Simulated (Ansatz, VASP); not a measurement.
# CaO (Lime): VASP beside Ansatz, part 2 of 2

One calculation is typed for both programs; each brings its own data sets. How far apart do they land? The cell is taken from a series of runs on this material, whose earlier steps may have relaxed, scaled, displaced or heated it; both programs get it as it stands.

VASP 6.6.1 and Ansatz 0.2.0.

So far: The starting structure; VASP: zone-centre phonons, LDA.

### 3. Ansatz: zone-centre phonons, LDA

Level of this step: Ansatz beside VASP: Kohn-Sham DFT, plane waves, LDA (Ansatz).

Ansatz runs on its PAW soft_1 files.

The same cell, functional (in two slightly different forms) and mesh now go to Ansatz, which takes its cutoff from its data sets.

The input, input.yaml:

```yaml
crystal:
  lattice:
    - [0.0, 2.4007541631, 2.3318531394]
    - [2.4007541631, 0.0, 2.3318531394]
    - [2.4007541631, 2.4007541631, 0.0]
  atoms:
    - { symbol: O, position: [0.5, 0.5, 0.5] }
    - { symbol: Ca, position: [0.0, 0.0, 0.0] }
kpoints:
  mp_grid: { grid: [8, 8, 8] }
hamiltonian:
  xc: lda
  pseudopotentials: { kind: paw, azcp: { folder: soft_1 }, xc_functional: pbe }
scf:
  occupations: { method: fixed }
output:
  eigenvalues: true
phonons:
  method: dfpt
  dielectric: true
  rigid_motions: translations
```

The run is started by

```sh
ansatz run input.yaml --threads 4 --pin off --max-ram 10240MiB --backend cpu --events-out ev --progress --plain --runs-dir out
```

Numbers of over 12 decimals in the logs are rounded to 6 here.

Log:

```text
Engine: ansatz 0.2.0, x86_64-unknown-linux-gnu
Pseudopotentials: kind: paw
Pseudopotential: O, paw, valence charge 6, recommended cutoff 420 eV (normal), soft_1/O.paw.azcp
Pseudopotential: Ca, paw, valence charge 10, recommended cutoff 420 eV (normal), soft_1/Ca.paw.azcp
Functional definition: SPW92
  exchange = slater_x
  correlation = pw_c
Crystal: 2 atoms, lattice volume = 26.880 Å³
Basis set: ecut = 420 eV, 535 PW (Γ), exchange–correlation on 48×48×48 points (8 copies of the dense FFT grid, shifted against one another)
Bands: 12, of which v1, the nominal top of the filled ones, is band 8 counted from 1 (7 counted from 0)
Symmetry: 16 space group operations
k-points: 150 of 512 (irreducible under 2 space group operations, time reversal used)
Non-local potential: O, projectors of the file, l = 0: 2, l = 1: 2, l = 2: 1
Non-local potential: Ca, projectors of the file, l = 0: 3, l = 1: 2, l = 2: 2
PAW form: soft (Blöchl's): semilocal exchange-correlation on the pseudo side does not see the compensation charge
PAW frozen core: O, regenerated for the run's functional, and the local potential with it (the file was generated under x = pbe(κ = 0.804, μ = 0.219515), c = pbe(β = 0.066725))
PAW frozen core: Ca, regenerated for the run's functional, and the local potential with it (the file was generated under x = pbe(κ = 0.804, μ = 0.219515), c = pbe(β = 0.066725))
PAW one-centre angular grid: O, 110 points (default); XC on 64 Gauss nodes
PAW one-centre angular grid: Ca, 110 points (default); XC on 64 Gauss nodes
Initial density: superposition of atomic densities (chi_scale 0.1, normalization cell, long waves kept (reshape's long-wave potential 0.00 eV rms))
Initial wavefunctions: pseudopotential atomic-orbital guess
Functional: x = slater, c = lda
SCF iter   1: F=—  HF=-2332.374982 eV  |F-HF|=—  |Δ(HF+E_count)|=         —  Δρ=1.13e-1  dr2=3.10e0  ethr=3.10e-3  ⟨swp⟩=4.1  Hψ=10593  notcnv=0  defer=7
preconditioner: auto → none  [insulator: Δε(μ)=1.774 eV  Ē_g=17.534 eV  n_scr=8 (ndim 8)  ℏωp=26.8 eV  f_vac=0.000  ε∞_Penn≈3.3]
SCF iter   2: F=—  HF=-2332.229559 eV  |F-HF|=—  |Δ(HF+E_count)|=   1.45e-1  Δρ=1.03e-1  dr2=2.62e0  ethr=3.10e-3  ⟨swp⟩=3.0  Hψ=5069  notcnv=0  defer=271
SCF iter   3: F=—  HF=-2331.622463 eV  |F-HF|=—  |Δ(HF+E_count)|=   6.07e-1  Δρ=1.58e-2  dr2=6.12e-2  ethr=3.10e-3  ⟨swp⟩=2.9  Hψ=3154  notcnv=0  defer=115
SCF iter   4: F=—  HF=-2331.629549 eV  |F-HF|=—  |Δ(HF+E_count)|=   7.09e-3  Δρ=4.90e-3  dr2=4.15e-3  ethr=3.83e-4  ⟨swp⟩=2.2  Hψ=3239  notcnv=0  defer=287
SCF iter   5: F=—  HF=-2331.630425 eV  |F-HF|=—  |Δ(HF+E_count)|=   8.76e-4  Δρ=7.69e-4  dr2=1.02e-4  ethr=2.59e-5  ⟨swp⟩=2.4  Hψ=2622  notcnv=0  defer=299
SCF iter   6: F=—  HF=-2331.630408 eV  |F-HF|=—  |Δ(HF+E_count)|=   1.70e-5  Δρ=5.12e-5  dr2=2.47e-7  ethr=6.39e-7  ⟨swp⟩=2.6  Hψ=2989  notcnv=0  defer=282
SCF iter   7: F=—  HF=-2331.630408 eV  |F-HF|=—  |Δ(HF+E_count)|=   6.56e-7  Δρ=6.11e-6  dr2=7.01e-9  ethr=1.54e-9  ⟨swp⟩=2.5  Hψ=2561  notcnv=0  defer=16
SCF iter   8: F=-2331.630408 eV  HF=-2331.630408 eV  |F-HF|=1.55e-11  |Δ(HF+E_count)|=  2.85e-10  Δρ=5.10e-7  dr2=3.40e-11  ethr=1.00e-12  ⟨swp⟩=6.1  Hψ=12591  notcnv=0
SCF 1 converged in 8 iterations: F = -2331.630408 eV  dr2 = 3.40e-11
  greatest PAW one-centre occupation: 0.996 electrons in one spin orbital (limit 2), on the Ca atom at site 1 (counted from 0), in its partial waves of l = 0
NSCF: frozen V_eff on 3 k-points
DFPT response loops at Γ: preconditioner auto → none (the input reference at scf.mixing.eps_inf says where Resta's filter doesn't serve); β = 0.50; Broyden in place of MSR1
── the response to a field inside a basis, on 8×8×8 k-points: an SCF that follows is theirs, and a resumed run solves both again ──
Bands: 9, of which v1, the nominal top of the filled ones, is band 8 counted from 1 (7 counted from 0)
k-points: 144 of 512 (irreducible under 4 space group operations)
Initial density: handed on by an earlier stage of this run
Initial wavefunctions: pseudopotential atomic-orbital guess (no wavefunctions were taken with the density)
Eigensolver: Dense (144 Hₖ)
SCF iter   1: F=—  HF=-2331.632510 eV  |F-HF|=—  |Δ(HF+E_count)|=         —  Δρ=5.94e-4  dr2=1.37e-5  ethr=1.00e-1
preconditioner: auto → none  [insulator: Δε(μ)=3.567 eV  Ē_g=16.117 eV  n_scr=8 (ndim 8)  ℏωp=26.8 eV  f_vac=0.000  ε∞_Penn≈3.8]
SCF iter   2: F=—  HF=-2331.632508 eV  |F-HF|=—  |Δ(HF+E_count)|=   1.92e-6  Δρ=2.72e-4  dr2=6.35e-6  ethr=8.58e-8
SCF iter   3: F=—  HF=-2331.632508 eV  |F-HF|=—  |Δ(HF+E_count)|=   1.73e-8  Δρ=1.78e-4  dr2=3.76e-6  ethr=3.97e-8
SCF iter   4: F=-2331.632508 eV  HF=-2331.632508 eV  |F-HF|=1.07e-9  |Δ(HF+E_count)|=   8.16e-7  Δρ=1.38e-5  dr2=1.45e-8  ethr=2.35e-8
SCF 1 converged in 4 iterations: F = -2331.632508 eV  dr2 = 1.45e-8
DFPT response loops at Γ: mixed as the last ones told, above
SCF converged after 8 iterations
Free energy (F): -2331.630408 eV
Harris-Foulkes:  -2331.630408 eV  (|F-HF|=1.55e-11)
Internal energy: -2331.630408 eV  (E = F + TS)
E sigma→0 (E₀):  -2331.630408 eV
Fermi energy:    7.713250 eV
--- Per-component energies (eV) ---
  E_band       = -97.753873
  E_kinetic    = 424.191104
  E_local      = -876.880136  (includes V_loc(G=0)·N_el)
  E_nonlocal   = 147.800034
  E_hartree    = 287.823728
  E_xc         = -198.632064
  E_vxc        = -251.105958  (∫ρ·V_xc dr)
  E_paw        = -974.497689  (= ΣΔE_a)
  E_vpaw       = -117.407323  (= ΣTr[D̂ρ^β])
  E_aug_tail   = 0.000777  (compensation charges beyond the density's cutoff)
  E_ewald      = -1141.816250
  E_core_change = 0.380088  (= ΣΔE_core)
  E_smearing   = -0.000000  (= −TS)
  E_closure    = -0.000000  (closes the sum)
  Σ components = -2331.630408   (vs F -2331.630408, Δ=0.00e0)
--- Band table (eV; the first three rows and the last of 150) ---
  k-point 0: bands = [... 4 lower, -7.6164, 7.6270, 7.6270, 7.7133, 12.4523, 13.7934, 13.7934, 14.0018]
  k-point 1: bands = [... 4 lower, -7.3482, 7.0929, 7.4038, 7.4553, 13.1411, 13.8085, 14.0856, 14.2130]
  k-point 2: bands = [... 4 lower, -6.8240, 6.0453, 6.9293, 6.9568, 13.8944, 14.6092, 14.8528, 14.9100]
  k-point 149: bands = [... 4 lower, -7.3723, 6.4855, 7.2323, 7.2323, 11.0610, 15.9527, 16.7259, 17.4205]
--- Phonons (Γ-DFPT): 4 representative perturbations + reference, on 150 of 512 k-points (Σ response iterations 14) ---
  k mesh reduced under 2 symmetry operations, with k and −k counted as one. Each operation leaves every solved perturbation unchanged. A smaller set is not considered because the run solves the response to a homogeneous field
  ASR residual: 4.235e-4 → 0.000e0 eV/Å²; symmetrization residual: 6.400e-7 eV/Å²
  ASR residual per site (eV/Å²): 2.21e-4 4.24e-4
  Γ frequencies (cm⁻¹): 0.00 0.00 0.00 239.88 239.88 321.52
  ε∞ (high-frequency dielectric tensor):
        3.849861     0.000000     0.000000
        0.000000     3.849861    -0.000000
        0.000000    -0.000000     3.886548
  ε⁰ (static dielectric tensor: ions relaxed, cell fixed):
       19.005682     0.000000     0.000000
        0.000000    19.005682    -0.000000
        0.000000    -0.000000    12.975388
  ε⁰ − ε∞ (ionic part):
       15.155822    -0.000000     0.000000
       -0.000000    15.155822    -0.000000
        0.000000    -0.000000     9.088840
  softest optical mode at Γ: 239.88 cm⁻¹; the repairs (sum rule, projections) moved no ω² at Γ by more than (1.96 cm⁻¹)²
  Born effective charges Z* (e; rows j = field, columns β = displacement):
    site 0:
        -2.33401   -0.00000   -0.00000
         0.00000   -2.33401    0.00000
        -0.00000    0.00000   -2.42252
    site 1:
         2.33401    0.00000    0.00000
        -0.00000    2.33401   -0.00000
         0.00000   -0.00000    2.42252
  Z* charge neutrality: 5.631e-4 e pre-enforcement
  solved inside a basis spanned on kpoints, on 8×8×8 k-points, its susceptibility summed on 12×12×12: ε∞ is read to err by 8.9e-3, Z* by 1.1e-2 e (field_mesh: kpoints solves on kpoints); Z* is corrected for what the basis lacks
  optical modes at Γ without the LO–TO term, one row a degenerate level:
      ω (cm⁻¹)  modes    IR ((D/Å)²/amu)
        239.88      2            21.9828
        321.52      1            11.8409
  optical modes at Γ + LO–TO along q̂ = [1.0000, 0.0000, 0.0000]:
      ω (cm⁻¹)  modes    IR ((D/Å)²/amu)
        239.88      1            10.9914
        321.52      1            11.8409
        532.99      1            10.9914
  optical modes at Γ + LO–TO along q̂ = [0.0000, 1.0000, 0.0000]:
      ω (cm⁻¹)  modes    IR ((D/Å)²/amu)
        239.88      1            10.9914
        321.52      1            11.8409
        532.99      1            10.9914
  optical modes at Γ + LO–TO along q̂ = [0.0000, 0.0000, 1.0000]:
      ω (cm⁻¹)  modes    IR ((D/Å)²/amu)
        239.88      2            21.9828
        587.47      1            11.8409
```

### 4. Differences

Known differences besides the potentials themselves: the two LDA forms differ slightly; fixed occupations in Ansatz, narrow Gaussian smearing in VASP; VASP's response is taken on the typed mesh, Ansatz refines its own for the field response alone; the cutoff is 420 eV in Ansatz and 600 eV in VASP; VASP's log shows a relativistic correction to its local exchange, Ansatz's none. Total energies have different zeros and are not compared.

Both answers:

| quantity | Ansatz | VASP | difference |
| --- | --- | --- | --- |
| ε∞ xx | 3.85 | 3.85 | -0.07 % |
| ε∞ yy | 3.85 | 3.85 | -0.07 % |
| ε∞ zz | 3.89 | 3.89 | -0.08 % |
| Born charge of O1 (mean of the diagonal) (e) | -2.36 | -2.37 | 0.00 |
| Born charge of Ca2 (mean of the diagonal) (e) | 2.36 | 2.37 | 0.00 |
| optical mode 1 to 2 (cm⁻¹) | 239.9 | 247.2 | -2.98 % |
| optical mode 3 (cm⁻¹) | 321.5 | 330.9 | -2.84 % |

Modes are paired by rising frequency, not by their patterns, so a pair may set unlike modes beside each other; they are those without the splitting of longitudinal modes.

### 5. What came out

```
r.m.s. difference of the optical zone-centre modes, each program's sorted by frequency (zone-centre phonons, LDA) : 8.1 cm⁻¹
difference in optical mode 1 to 2 (zone-centre phonons, LDA)                                                      : -3.0 %
```

In words: The r.m.s. difference of the optical zone-centre modes, each program's sorted by frequency is 8.1 cm⁻¹ (zone-centre phonons, LDA). Among the rows given in per cent, the largest difference of the zone-centre phonons, LDA pair is in optical mode 1 to 2, -3.0 %. How closely two codes agree says nothing of how well the functional describes the real material.

[Lines on the potential files, build, host, timing and source positions are cut from VASP's logs without a mark.]

[Logs are printed without paths, hosts, clocks, repeated set-up lines and the standing remarks that a program may print on its own settings, such as how far it seeks lower states.]

[Hosts, paths, dates, database ids (printed as entryN), source tags and the programs' standing remarks are cut or masked in the printed files.]
